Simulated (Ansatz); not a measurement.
A trial cell of MgZn2O3, before relaxation:

```cif
data_structure
_symmetry_space_group_name_H-M 'I-4m2'
_symmetry_Int_Tables_number 119
_cell_length_a 3.2601
_cell_length_b 3.2601
_cell_length_c 13.8316
_cell_angle_alpha 90.000
_cell_angle_beta 90.000
_cell_angle_gamma 90.000
_cell_volume 147.01
loop_
_atom_site_label
_atom_site_type_symbol
_atom_site_symmetry_multiplicity
_atom_site_Wyckoff_symbol
_atom_site_fract_x
_atom_site_fract_y
_atom_site_fract_z
_atom_site_occupancy
Mg1 Mg 2 b 0.50000 0.50000 0.00000 1
Zn1 Zn 4 e 0.50000 0.50000 0.33333 1
O1 O 4 f 0.50000 0.00000 0.41667 1
O2 O 2 c 0.00000 0.50000 0.25000 1
```

All numbers below come from DFT PBE, scalar-relativistic, plane waves, PAW (Ansatz 0.2.0). Cutoff 420 eV, Gaussian smearing, Γ-centred meshes. Cell and atoms relax on a converged mesh. The steps can't lower the symmetry of their start. No spin polarisation.

A guess keeps its type if space group and coordination stay and the shape of the cell changes little (axis ratios within about 15 %, angles within 6°); the volume may change.

Q: Does it keep its structure type, or change into something else?

A: It keeps its type. The symmetry stays I-4m2 (No. 119). The volume per atom stays near 12.3 Å³. The shortest distance goes from 2.00 Å (Mg–O and Zn–O) to 1.99 Å (Mg–O). The ratio c/a of the conventional cell changes by a factor of 0.99. Counting neighbours within 15 % of an atom's shortest distance, the start has Mg 4, O 4, Zn 4 and the end Mg 4, O 4, Zn 4.

Formation energies are uncorrected and refer to the elements' standard structures at the same level (O₂ as a molecule).

Q: At what energy does it end?

A: −1.814 eV/atom. Whether it is stable depends on the other phases of the system, which aren't compared here.

The last run used a 12×12×12 mesh for its 6-atom cell and Gaussian smearing of 0.02 eV. A structure relaxed within its symmetry needn't be a true minimum.
